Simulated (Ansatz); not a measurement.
Rocksalt BN was relaxed with 5 functionals in the plane-wave code Ansatz, cell and atoms free, the symmetry of the start kept (meshes: PBE 12×12×12, r2SCAN 12×12×12, PBEsol 12×12×12, LDA 12×12×12, HSE06 8×8×8). No spin polarisation and no zero-point or thermal motion; the cell was built from a prototype and may be hypothetical.

The r2SCAN result:
```
B N
1.0
     0.00000    1.74583    1.74583
     1.74583    0.00000    1.74583
     1.74583    1.74583    0.00000
B N
1 1
Direct
  0.00000 0.00000 0.00000
  0.50000 0.50000 0.50000
```

It is cubic, Fm-3m (No. 225); a = 3.492 Å in the conventional setting, 5.32 Å³ an atom. B is surrounded by 6 N at 1.75 Å; N is surrounded by 6 B at 1.75 Å.

Task: What lattice does LDA give?

Result: a = 3.459 Å; the volume differs by -2.7 % from r2SCAN's. Around B lie 6 N at 1.73 Å; around N lie 6 B at 1.73 Å.

Task: What lattice does HSE06 give?

Result: a = 3.468 Å; the volume differs by -2.0 % from r2SCAN's. B has 6 N at 1.73 Å; N has 6 B at 1.73 Å.

Task: Held at the r2SCAN cell, what mean stress do LDA and PBE find, and does its sign point to their own minimum?

Result: Yes. LDA -10.97 GPa, and its relaxed volume is -2.7 % from r2SCAN's; PBE +3.92 GPa, and its relaxed volume is +1.0 % from r2SCAN's. Compression counts positive, so a positive stress asks for a larger cell.
